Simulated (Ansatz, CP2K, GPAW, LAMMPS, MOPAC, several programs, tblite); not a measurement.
What each method gives for TlBr (CsCl type)

TlBr, CsCl type, relaxed with r2SCAN in Ansatz, was computed with several methods. The symmetry is Pm-3m (No. 221, cubic); conventional cell a = 3.995 Å, 31.88 Å³ an atom. Tl is surrounded by 8 Br at 3.46 Å; Br is surrounded by 8 Tl at 3.46 Å. Calculated for a static, non-magnetic cell.

Space group Pm-3m (No. 221). a = 3.995 Å, b = 3.995 Å, c = 3.995 Å, α = 90.00°, β = 90.00°, γ = 90.00°
```tsv
atom	site	symmetry	x	y	z
Tl	1a	m-3m	0.0000	0.0000	0.0000
Br	1b	m-3m	0.5000	0.5000	0.5000
```

Gaps and times are for a single point on this cell; volume and bulk modulus come from each method's own relaxation or energy curve at fixed shape. Times are rough, from shared hosts (Arm Neoverse V1), and each method has its own mesh and cell size. A star marks a curve whose lowest point is an end point. PM7 (MOPAC), GFN1-xTB (tblite), GFN2-xTB (tblite) treat a cluster of cells at its zone centre, which samples few k points: where these miss a band edge, the gap comes out too large for that reason alone. Gaps from k meshes are read at a limited set of points (mesh, symmetry points, PBE's band edges), so each method's own least gap may be somewhat smaller. Force fields have no electrons; where one was fitted to this phase, its volume and modulus reflect the fit. xTB and the PM methods were fitted mostly to molecules, and can miss a solid's gap by electronvolts. Minimal bases can be far off for gaps. GLLB-SC's gap includes the derivative discontinuity. d marks a direct gap, i an indirect one (no mark: not told apart), a dash a value that wasn't computed or didn't pass its checks.

```json
{"method": "TlBr_msw.poly (LAMMPS)", "kind": "force field", "gap (eV)": "–", "own volume (Å³/atom)": "31.64", "bulk modulus (GPa)": "–", "atoms computed": "2", "processor time": "0.14 s"}
{"method": "light PBE (260 eV and a coarse mesh)", "kind": "light plane-wave", "gap (eV)": "1.78 d", "own volume (Å³/atom)": "–", "bulk modulus (GPa)": "–", "atoms computed": "2", "processor time": "0.68 s"}
{"method": "GFN1-xTB (tblite)", "kind": "tight binding", "gap (eV)": "4.75", "own volume (Å³/atom)": "–", "bulk modulus (GPa)": "–", "atoms computed": "54", "processor time": "1.8 s"}
{"method": "PBE", "kind": "semilocal", "gap (eV)": "1.88 d", "own volume (Å³/atom)": "33.27", "bulk modulus (GPa)": "20", "atoms computed": "2", "processor time": "2 s"}
{"method": "GFN2-xTB (tblite)", "kind": "tight binding", "gap (eV)": "5.65", "own volume (Å³/atom)": "–", "bulk modulus (GPa)": "–", "atoms computed": "54", "processor time": "3.2 s"}
{"method": "PBE/single zeta (GPAW)", "kind": "small basis", "gap (eV)": "1.77 d", "own volume (Å³/atom)": "–", "bulk modulus (GPa)": "–", "atoms computed": "2", "processor time": "4.1 s"}
{"method": "r2SCAN", "kind": "semilocal", "gap (eV)": "2.33 d", "own volume (Å³/atom)": "31.88", "bulk modulus (GPa)": "25", "atoms computed": "2", "processor time": "4.1 s"}
{"method": "PBE/SZV (CP2K)", "kind": "small basis", "gap (eV)": "1.68 d", "own volume (Å³/atom)": "35.12*", "bulk modulus (GPa)": "24*", "atoms computed": "2", "processor time": "4.2 s"}
{"method": "GLLB-SC (GPAW)", "kind": "model potential", "gap (eV)": "3.56", "own volume (Å³/atom)": "–", "bulk modulus (GPa)": "–", "atoms computed": "2", "processor time": "7.3 s"}
{"method": "PBE/DZVP (CP2K)", "kind": "small basis", "gap (eV)": "1.89 d", "own volume (Å³/atom)": "33.78", "bulk modulus (GPa)": "20", "atoms computed": "2", "processor time": "11 s"}
{"method": "PM7 (MOPAC)", "kind": "semi-empirical", "gap (eV)": "8.24", "own volume (Å³/atom)": "–", "bulk modulus (GPa)": "–", "atoms computed": "54", "processor time": "11 s"}
```

Against r2SCAN (2.33 eV) and with closed or daggered gaps left aside, the nearest gap at the points sampled is that of PBE/DZVP (CP2K) (-0.44 eV) and the farthest that of PM7 (MOPAC) (+5.91 eV). r2SCAN is only a yardstick of convenience: semilocal gaps usually lie below measured ones, which GLLB-SC and hybrids aim to mend.

Volumes against r2SCAN's: TlBr_msw.poly (LAMMPS) -0.7 %, PBE +4.4 %, PBE/DZVP (CP2K) +6.0 %.

Runs without a result: PM6 (MOPAC) (single point, out of time).

Spin-orbit coupling is left out; in compounds of Pb, Bi, Tl or Hg it can lower a gap by up to about 1 eV, split its edges or invert the bands.
